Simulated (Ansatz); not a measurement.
## TiO2 (Anatase) in Ansatz: convergence with xc grid

Input of the first run (xc grid 1); the others differ in this setting and in those tied to it:

The input input.yaml:

```yaml
crystal:
  lattice:
    - [-1.8921, 1.8921, 4.7573]
    - [1.8921, -1.8921, 4.7573]
    - [1.8921, 1.8921, -4.7573]
  atoms:
    - { symbol: Ti, position: [0.75, 0.25, 0.5] }
    - { symbol: Ti, position: [0.0, 0.0, 0.0] }
    - { symbol: O, position: [0.7919, 0.7919, 0.0] }
    - { symbol: O, position: [0.5419, 0.0419, 0.5] }
    - { symbol: O, position: [0.9581, 0.4581, 0.5] }
    - { symbol: O, position: [0.2081, 0.2081, 0.0] }
hamiltonian:
  xc: r2scan
  pseudopotentials: { kind: nc, accuracy: standard }
kpoints:
  mp_grid: { grid: [8, 8, 8] }
scf:
  occupations: { method: methfessel_paxton, width: 0.05 }
output:
  forces: true
  stress: true
  eigenvalues: true
basis:
  xc_grid: 1
```

Potentials or basis: PseudoDojo standard (PBE files).

Command:

```bash
$ ansatz run input.yaml --threads 2 --pin off --max-ram 5632MiB --backend cpu --events-out ev --progress --plain --runs-dir out
```

Hardware: 2 threads of Intel(R) Xeon(R) Processor @ 2.50GHz (Skylake/Cascade Lake) (shared host).

| xc grid | energy less the tightest run, at zero smearing (meV/atom) | largest force (eV/Å) | SCF cycles | CPU time (s) | peak memory (GiB) |
| --- | --- | --- | --- | --- | --- |
| 1 | -0.08 | 0.016 | 8 | 76 | 0.69 |
| 2 | 0.00 | 0.011 | 8 | 76 | 0.72 |
| 3 | 0.00 | 0.011 | 8 | 78 | 0.81 |
| 4 | 0.00 | 0.011 | 8 | 82 | 0.99 |
| 5 | 0.00 | 0.011 | 8 | 95 | 1.4 |

Against the tightest run, the energy stays within 1 meV/atom from 1 on; the largest force stays within 0.005 eV/Å from 1 on. The tightest run that finished is the yardstick and may itself not be fully converged.

Caveat, for the tightest run too: the meta-GGA runs on potentials made for a GGA; the potentials were made for another functional, which shifts forces and pressure.
